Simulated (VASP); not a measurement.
Input of a VASP 6.6.1 run:

File INCAR:

```
PREC = Accurate
ENCUT = 520
EDIFF = 1E-6
ISMEAR = 0
SIGMA = 0.028999999999999998
LREAL = False
LASPH = True
NELM = 80
ALGO = Fast
ISIF = 2
LWAVE = False
LCHARG = True
GGA = PE
LELF = True
LVHAR = True
NBANDS = 15
```

File KPOINTS:

```
regular mesh
0
Gamma
  7 7 7
```

Contents of POSCAR:

```
BaS
1.0
    0.0000000000      3.1937500000      3.1937500000
    3.1937500000      0.0000000000      3.1937500000
    3.1937500000      3.1937500000      0.0000000000
Ba S
1 1
Direct
    0.0000000000      0.0000000000      0.0000000000
    0.5000000000      0.5000000000      0.5000000000
```

Potentials or basis: VASP PAW PBE potentials, release 64 (Ba_sv, S).

Run with:

```sh
$ cat potpaw_PBE.64/Ba_sv/POTCAR potpaw_PBE.64/S/POTCAR > POTCAR
$ mpirun -np 1 vasp_std > vasp.out
```

Problem. Estimate the pressure.

Solution. 1.4 GPa.

Problem. What does it give for the band gap on the k mesh?

Solution. 2.17 eV, indirect (least direct gap 2.31 eV).

Caveat: spin-orbit coupling is left out, which moves the levels of the heavy elements; an odd mesh through Γ misses points on the zone boundary, where band edges often lie.

The gap isn't set beside the measured one, since this odd mesh misses points on the zone boundary.
